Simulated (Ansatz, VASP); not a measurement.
# PbS: VASP beside Ansatz

```xyz
4
Lattice="2.9405 -2.9000 0.0000 2.9405 2.9000 0.0000 -1.0800 0.0000 11.7093" Properties=species:S:1:pos:R:3 pbc="T T T"
Pb    3.8740    0.0000    7.4516
Pb    0.9270    0.0000    4.2577
S     0.9319    0.0000    7.0092
S     3.8690    0.0000    4.7001
```

Alike in both runs: task single point; functional PBEsol; k mesh 4 × 4 × 2; occupations gaussian, width 0.1 eV; no spin polarisation.

```csv
,VASP,Ansatz
version,VASP 6.6.1,Ansatz 0.2.0
potentials or method,"VASP PAW PBE potentials, release 64 (Pb_d, S)","scalar-relativistic, plane waves, PAW"
plane-wave cutoff (eV),520,420
valence electrons in the cell,40,40
```

Ansatz gave:

```
gap on the k mesh at the Fermi level (eV) : 1.26
least direct gap on the mesh (eV)         : 1.26
rms of the force components (eV/Å)        : 0.291
```

Question: What did VASP give for the same quantities?

Answer: gap on the k mesh at the Fermi level (eV): 1.26; least direct gap on the mesh (eV): 1.26; rms of the force components (eV/Å): 0.290.

Atom by atom the forces differ by 0.001 eV/Å (rms over components).

Caveats: the PAW data sets were made with another functional, which shifts forces and pressure a little (VASP); spin-orbit coupling is left out, which as a rule narrows the gap of such compounds by several tenths of an eV.
